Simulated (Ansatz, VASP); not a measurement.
This is a calculation of Nb for VASP 6.6.1. 

Contents of INCAR:

```
SYSTEM = Nb
ALGO = Normal ; EDIFF = 1E-7
ENCUT = 520 ; GGA = PE
ISIF = 2 ; ISMEAR = -1
LASPH = .True. ; LCHARG = .True.
LELF = .True. ; LREAL = .False.
LVHAR = .True. ; LWAVE = .False.
NBANDS = 12 ; NELM = 60
PREC = Accurate ; SIGMA = 0.05
```

File KPOINTS:

```
k-points
0
Gamma
  11 11 11
  0 0 0
```

Contents of POSCAR:

```
Nb
1.0
   -1.6639500000      1.6639500000      1.6639500000
    1.6639500000     -1.6639500000      1.6639500000
    1.6639500000      1.6639500000     -1.6639500000
Nb
1
Direct
    0.0000000000      0.0000000000      0.0000000000
```

Potentials or basis: VASP PAW PBE potentials, release 64 (Nb_sv).

Command:

```sh
$ cat potpaw_PBE.64/Nb_sv/POTCAR > POTCAR
$ mpirun -np 1 vasp_std > vasp.out
```

Q: Translate it to Ansatz 0.2.0. Potentials or basis there: Ansatz PAW (earlier soft set), cutoff 420 eV.

A: As run (cutoffs and basis follow the program's own potentials, and thresholds, step limits or extra output files can differ):

The input input.yaml:

```yaml
crystal:
  lattice:
    - [-1.66395, 1.66395, 1.66395]
    - [1.66395, -1.66395, 1.66395]
    - [1.66395, 1.66395, -1.66395]
  atoms:
    - { symbol: Nb, position: [0.0, 0.0, 0.0] }
hamiltonian:
  xc: pbe
  pseudopotentials: { kind: paw, azcp: { folder: soft_1 } }
kpoints:
  mp_grid: { grid: [11, 11, 11] }
scf:
  occupations: { method: fermi_dirac, width: 0.05 }
output:
  forces: true
  stress: true
  eigenvalues: true
```

Potentials or basis: Ansatz PAW soft_1.

Command:

```bash
$ ansatz run input.yaml --threads 1 --pin off --max-ram 3584MiB --backend cpu --events-out ev --progress --plain --runs-dir out
```

Both were run:

|  | VASP | Ansatz |
| --- | --- | --- |
| Pressure | -2.3 GPa | -2.0 GPa |

Ansatz's pressure holds a Pulay term of +0.02 GPa for its cutoff of 420 eV, which the other run lacks.

Where Ansatz's input types no cutoff or centring, it takes its own default and a Γ-centred mesh.

Pressure is positive in compression.
